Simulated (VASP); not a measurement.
# GaSb (F-43m) in VASP: single point with PBE0

Aim: the single point of GaSb with PBE0.

All numbers are computed with VASP 6.6.1; they aren't measurements. Logs are shortened: lines on timing, memory, paths and dates and some standing lists are left out, and cuts for length are marked.

**What was measured.**

A printed reference work, data compilation reports, for a bulk crystal of GaSb at 4.2 K: band gap 0.811 eV (direct).

The results are compared with them further down.

### 1 The cell of the first run

It takes space group F-43m (No. 216, cubic). Conventional cell: a = 6.132 Å, b = 6.132 Å, c = 6.132 Å, α = 90.00°, β = 90.00°, γ = 90.00°. Within 3.5 Å of Ga (site symmetry -43m) lie 4 Sb at 2.66 Å. Sb (site symmetry -43m) has 4 Ga at 2.66 Å within 3.5 Å.

### 2 Single point, PBE0

File POSCAR:

```
GaSb
1.0
    0.0000000000      3.0658848228      3.0658848228
    3.0658848228      0.0000000000      3.0658848228
    3.0658848228      3.0658848228      0.0000000000
Ga Sb
1 1
Direct
    0.0000000000      0.0000000000      0.0000000000
    0.2500000000      0.2500000000      0.2500000000
```

File INCAR.step1:

```
PREC = Accurate
ENCUT = 400
EDIFF = 1E-5
ISMEAR = 0
SIGMA = 0.01
LREAL = False
LASPH = True
NELM = 120
ALGO = Normal
ISIF = 2
LWAVE = True
LCHARG = False
GGA = PE
NBANDS = 16
GGA_COMPAT = False
```

File INCAR.step2:

```
PREC = Accurate
ENCUT = 400
EDIFF = 1E-6
ISMEAR = 0
SIGMA = 0.01
LREAL = False
LASPH = True
NELM = 120
ALGO = Normal
ISIF = 2
LWAVE = False
LCHARG = False
GGA = PE
LHFCALC = True
AEXX = 0.25
PRECFOCK = Normal
ISTART = 1
NBANDS = 16
GGA_COMPAT = False
```

File KPOINTS:

```
Automatic mesh
0
Gamma
  6 6 6
```

Potentials or basis: VASP PAW PBE potentials, release 64 (Ga_d, Sb).

Run with:

```sh
$ cat potpaw_PBE.64/Ga_d/POTCAR potpaw_PBE.64/Sb/POTCAR > POTCAR
$ cp INCAR.step1 INCAR
$ mpirun -np 1 vasp_std > vasp.out
$ cp INCAR.step2 INCAR
$ mpirun -np 1 vasp_std > vasp.out
```

OUTCAR:

```text
PREC = Accurate
   ENCUT = 400
   EDIFF = 1E-6
   ISMEAR = 0
   LREAL = False
   LASPH = True
   NELM = 120
   ISIF = 2
   GGA = PE
   LHFCALC = True
   AEXX = 0.25
   PRECFOCK = Normal
   ISTART = 1

 ion  position               nearest neighbor table
   1  0.000  0.000  0.000-   2 2.66   2 2.66   2 2.66   2 2.66
   2  0.250  0.250  0.250-   1 2.66   1 2.66   1 2.66   1 2.66

  LATTYP: Found a face centered cubic cell.
 ALAT       =     6.1317696456

  Lattice vectors:

 A1 = (   0.0000000000,   3.0658848228,   3.0658848228)
 A2 = (   3.0658848228,   0.0000000000,   3.0658848228)
 A3 = (   3.0658848228,   3.0658848228,   0.0000000000)

Analysis of symmetry for initial positions (statically):
=====================================================================
 Subroutine PRICEL returns:
 Original cell was already a primitive cell.

 Routine SETGRP: Setting up the symmetry group for a
 face centered cubic supercell.

 Subroutine GETGRP returns: Found 24 space group operations
 (whereof 24 operations were pure point group operations)
 out of a pool of 48 trial point group operations.

The static configuration has the point symmetry T_d .

Analysis of symmetry for dynamics (positions and initial velocities):
=====================================================================
 Subroutine PRICEL returns:
 Original cell was already a primitive cell.

 Routine SETGRP: Setting up the symmetry group for a
 face centered cubic supercell.

 Subroutine GETGRP returns: Found 24 space group operations
 (whereof 24 operations were pure point group operations)
 out of a pool of 48 trial point group operations.

The dynamic configuration has the point symmetry T_d .

 Subroutine INISYM returns: Found 24 space group operations
 (whereof 24 operations are pure point group operations),
 and found     1 'primitive' translations

----------------------------------------------------------------------------------------

                                     Primitive cell

  volume of cell :      57.6365

  direct lattice vectors                    reciprocal lattice vectors
     0.000000000  3.065884823  3.065884823    -0.163085057  0.163085057  0.163085057
     3.065884823  0.000000000  3.065884823     0.163085057 -0.163085057  0.163085057
     3.065884823  3.065884823  0.000000000     0.163085057  0.163085057 -0.163085057

  length of vectors
     4.335815897  4.335815897  4.335815897     0.282471604  0.282471604  0.282471604

  position of ions in fractional coordinates (direct lattice)
     0.000000000  0.000000000  0.000000000
     0.250000000  0.250000000  0.250000000

  ion indices of the primitive-cell ions
   primitive index   ion index
                 1           1
                 2           2

----------------------------------------------------------------------------------------

 KPOINTS: Automatic mesh

Automatic generation of k-mesh.
 Grid dimensions read from file:
 generate k-points for:    6    6    6

 Generating k-lattice:

  Cartesian coordinates                     Fractional coordinates (reciprocal lattice)
    -0.027180843  0.027180843  0.027180843     0.166666667  0.000000000  0.000000000
     0.027180843 -0.027180843  0.027180843     0.000000000  0.166666667  0.000000000
     0.027180843  0.027180843 -0.027180843     0.000000000  0.000000000  0.166666667

  Length of vectors
     0.047078601  0.047078601  0.047078601

  Shift w.r.t. Gamma in fractional coordinates (k-lattice)
     0.000000000  0.000000000  0.000000000

 Subroutine IBZKPT returns following result:
 ===========================================

 Found     16 irreducible k-points:

 Following reciprocal coordinates:
            Coordinates               Weight
  0.000000  0.000000  0.000000      1.000000
  0.166667  0.000000  0.000000      8.000000
  0.333333  0.000000  0.000000      8.000000
  0.500000  0.000000  0.000000      4.000000
  0.166667  0.166667  0.000000      6.000000
  0.333333  0.166667  0.000000     24.000000
[... 8 lines left out ...]
 -0.333333  0.333333  0.166667     24.000000
 -0.333333  0.500000  0.166667     12.000000
   k-points           NKPTS =     16   k-points in BZ     NKDIM =    216   number of bands    NBANDS=     16
   number of dos      NEDOS =    301   number of ions     NIONS =      2
   total plane-waves  NPLWV =  21952
   dimension x,y,z NGX =    28 NGY =   28 NGZ =   28
   dimension x,y,z NGXF=    56 NGYF=   56 NGZF=   56
   ions per type =               1   1
   NGX,Y,Z   is equivalent  to a cutoff of  10.74, 10.74, 10.74 a.u.
   NGXF,Y,Z  is equivalent  to a cutoff of  21.47, 21.47, 21.47 a.u.
 SYSTEM =  unknown system
   PREC   = accura    normal or accurate (medium, high low for compatibility)
   ISTART =      1    job   : 0-new  1-cont  2-samecut
   ICHARG =      0    charge: 1-file 2-atom 10-const
   ISPIN  =      1    spin polarized calculation?
   LNONCOLLINEAR =      F non collinear calculations
   LSORBIT =      F    spin-orbit coupling
   LASPH  =      T    aspherical Exc in radial PAW
   ENCUT  =  400.0 eV  29.40 Ry    5.42 a.u.   7.07  7.07  7.07*2*pi/ulx,y,z
   NELM   =    120;   NELMIN=  2; NELMDL=  0     # of ELM steps
   EDIFF  = 0.1E-05   stopping-criterion for ELM
   LREAL  =      F    real-space projection
   EDIFFG = 0.1E-04   stopping-criterion for IOM
   NSW    =      0    number of steps for IOM
   IBRION =     -1    ionic relax: 0-MD 1-quasi-New 2-CG
   NFREE  =      0    steps in history (QN), initial steepest desc. (CG)
   ISIF   =      2    stress and relaxation
   ISYM   =      3    0-nonsym 1-usesym 2-fastsym
   POTIM  = 0.5000    time-step for ionic-motion
   TEBEG  =    0.0;   TEEND  =   0.0 temperature during run
   PSTRESS=    0.0 pullay stress
   NELECT =      18.0000    total number of electrons
   NUPDOWN=      -1.0000    fix difference up-down
   EMIN   =  10.00;   EMAX   =-10.00  energy-range for DOS
   EFERMI =   0.00;   METHOD = LEGACY
   ISMEAR =     0;   SIGMA  =   0.01  broadening in eV -4-tet -1-fermi 0-gaus
   EFERMI_NEDOS =   21; number of points for ismear=-14 and -15
   IALGO  =     38    algorithm
   IMIX   =      1    mixing-type and parameters
     AMIX     =   0.40;   BMIX     =  1.00
     AMIX_MAG =   1.60;   BMIX_MAG =  1.00
  volume/ion in A,a.u.               =      28.82       194.48
  Fermi-wavevector in a.u.,A,eV,Ry     =   1.110708  2.098933 16.785125  1.233672
  Thomas-Fermi vector in A             =   2.247263
   LORBIT       =      0    0 simple, 1 ext, 2 COOP (PROOUT), +10 PAW based schemes
   GGA     = PE    functional components
   LHFCALC =     T    Hartree Fock is set to
   PRECFOCK=normal    Normal, Fast or Accurate (Low or Medium for compatibility)
   ENCUT4O =  -1.0   cutoff for four orbital integrals eV
   NKREDX  =     1    reduce k-point grid by
   NKREDY  =     1    reduce k-point grid by
   NKREDZ  =     1    reduce k-point grid by
   AEXX    =    0.2500 exact exchange contribution
   HFSCREEN=    0.0000 screening length (either q_TF or 0.3 A-1)
   HFSCREENC=   0.0000 screening length for correlation (either q_TF or 0.3 A-1)
   ENCUTFOCK=  -1.0 apply spherical cutoff to Coloumb kernel
   IVDW    =     0    specifies the selected vdW correction
   LEPSILON=     F    determine dielectric tensor
   LRPA    =     F    only Hartree local field effects (RPA)
 non-spin polarized calculation
 Gauss-broadening in eV      SIGMA  =   0.01
  energy-cutoff  :      400.00
  volume of cell :       57.64
 maximum number of plane-waves:      1063
  NGX = 24; NGY = 24; NGZ = 24

 number of electron      18.0000015 magnetization

 Free energy of the ion-electron system (eV)
  ---------------------------------------------------
  ext. energy  EPLUGINS =         0.00000000
  ---------------------------------------------------
  free energy    TOTEN  =        -9.80360526 eV

  energy without entropy =       -9.80360526  energy(sigma->0) =       -9.80360526

 E-fermi :   4.1969     XC(G=0):  -7.1760

 val. band max:        4.0889056934   @ k =   0.0000   0.0000   0.0000
 cond. band min:       5.4800224325   @ k =   0.0000   0.0000   0.0000
 fundamental gap:      1.3911167392
 Fermi energy:         4.1968770828

 k-point     1 :       0.0000    0.0000    0.0000
  band No.  band energies     occupation
      1     -13.6511      2.00000
      2     -13.6511      2.00000
      3     -13.6511      2.00000
      4     -13.6002      2.00000
      5     -13.6002      2.00000
      6      -8.5348      2.00000
[... 8 lines left out ...]
     15      14.2158      0.00000
     16      14.2158      0.00000

 k-point     2 :       0.1667    0.0000    0.0000
  band No.  band energies     occupation
      1     -13.6554      2.00000
      2     -13.6483      2.00000
      3     -13.6483      2.00000
      4     -13.6005      2.00000
      5     -13.6005      2.00000
      6      -8.2271      2.00000
[... 8 lines left out ...]
     15      13.1902      0.00000
     16      13.1902      0.00000

 k-point     3 :       0.3333    0.0000    0.0000
  band No.  band energies     occupation
      1     -13.6642      2.00000
      2     -13.6434      2.00000
      3     -13.6434      2.00000
      4     -13.6009      2.00000
      5     -13.6009      2.00000
      6      -7.4016      2.00000
[... 8 lines left out ...]
     15      13.7568      0.00000
     16      13.7568      0.00000

 k-point     4 :       0.5000    0.0000    0.0000
  band No.  band energies     occupation
      1     -13.6687      2.00000
      2     -13.6413      2.00000
      3     -13.6413      2.00000
      4     -13.6007      2.00000
      5     -13.6007      2.00000
      6      -6.7462      2.00000
[... 8 lines left out ...]
     15      15.7200      0.00000
     16      15.7200      0.00000

 k-point     5 :       0.1667    0.1667    0.0000
  band No.  band energies     occupation
      1     -13.6597      2.00000
      2     -13.6457      2.00000
      3     -13.6457      2.00000
      4     -13.6023      2.00000
      5     -13.5994      2.00000
      6      -8.1217      2.00000
[... 8 lines left out ...]
     15      13.2410      0.00000
     16      14.5986      0.00000

 k-point     6 :       0.3333    0.1667    0.0000
  band No.  band energies     occupation
      1     -13.6673      2.00000
      2     -13.6415      2.00000
      3     -13.6407      2.00000
      4     -13.6039      2.00000
      5     -13.5993      2.00000
      6      -7.4491      2.00000
[... 8 lines left out ...]
     15      14.4141      0.00000
     16      14.8703      0.00000
[... 115 lines left out ...]
 k-point    13 :       0.5000    0.5000    0.0000
  band No.  band energies     occupation
      1     -13.6834      2.00000
      2     -13.6295      2.00000
      3     -13.6295      2.00000
      4     -13.6103      2.00000
      5     -13.5972      2.00000
      6      -5.8232      2.00000
[... 8 lines left out ...]
     15      16.7807      0.00000
     16      17.0178      0.00000

 k-point    14 :       0.5000    0.3333    0.1667
  band No.  band energies     occupation
      1     -13.6734      2.00000
      2     -13.6380      2.00000
      3     -13.6357      2.00000
      4     -13.6050      2.00000
      5     -13.5994      2.00000
      6      -6.6903      2.00000
[... 8 lines left out ...]
     15      14.8234      0.00000
     16      16.8338      0.00000

 k-point    15 :      -0.3333    0.3333    0.1667
  band No.  band energies     occupation
      1     -13.6754      2.00000
      2     -13.6374      2.00000
      3     -13.6334      2.00000
      4     -13.6046      2.00000
      5     -13.6005      2.00000
      6      -6.1012      2.00000
[... 8 lines left out ...]
     15      16.2800      0.00000
     16      16.4789      0.00000

 k-point    16 :      -0.3333    0.5000    0.1667
  band No.  band energies     occupation
      1     -13.6793      2.00000
      2     -13.6344      2.00000
      3     -13.6305      2.00000
      4     -13.6072      2.00000
      5     -13.5992      2.00000
      6      -5.7868      2.00000
[... 8 lines left out ...]
     15      15.8777      0.00000
     16      17.2189      0.00000

------------------------ aborting loop because EDIFF is reached ----------------------------------------

  FORCE on cell =-STRESS in cart. coord.  units (eV):
  Direction    XX          YY          ZZ          XY          YZ          ZX
  --------------------------------------------------------------------------------------
  -------------------------------------------------------------------------------------
  Total       -0.2534512     -0.2534512     -0.2534512     -0.0000000     -0.0000000     -0.0000000
  in kB       -7.0454275     -7.0454275     -7.0454275     -0.0000000     -0.0000000     -0.0000000
  external PRESSURE =      -7.0454275 kB  Pullay stress =       0.0000000 kB

 VOLUME and BASIS-vectors are now :
 -----------------------------------------------------------------------------
  energy-cutoff  :      400.00
  volume of cell :       57.64
      direct lattice vectors                 reciprocal lattice vectors
     0.000000000  3.065884823  3.065884823    -0.163085057  0.163085057  0.163085057
     3.065884823  0.000000000  3.065884823     0.163085057 -0.163085057  0.163085057
     3.065884823  3.065884823  0.000000000     0.163085057  0.163085057 -0.163085057

 POSITION                                       TOTAL-FORCE (eV/Angst)
 -----------------------------------------------------------------------------------
      0.00000      0.00000      0.00000         0.000000      0.000000      0.000000
      1.53294      1.53294      1.53294        -0.000000     -0.000000     -0.000000
 -----------------------------------------------------------------------------------
    total drift:                                0.000031      0.000036      0.000022

  FREE ENERGIE OF THE ION-ELECTRON SYSTEM (eV)
  ---------------------------------------------------
  free  energy   TOTEN  =        -9.8036052584 eV

  energy  without entropy=       -9.8036052584  energy(sigma->0) =       -9.80360526
```

Wall time 34 min (1 thread of Intel Xeon Platinum 8488C (Sapphire Rapids), shared host); peak memory 0.19 GiB.

Results:

```yaml
Free_energy: -9.8036 eV
Pressure: -0.7 GPa
Band_gap_on_the_k_mesh: 1.39 eV
```

Caveat: the PAW data sets were made with another functional, which shifts forces and pressure a little; spin-orbit coupling is left out, which moves the levels of the heavy elements.

### 3 Against experiment

Step 2. Measured gap of GaSb: 0.811 eV (direct; 4.2 K; a printed reference work, data compilation). This calculation gives 1.39 eV (+0.58 eV). Spin-orbit coupling on Ga, Sb is left out. The value is that of PBE0 on a finite k mesh, which can miss the band edges, without temperature or zero-point motion.
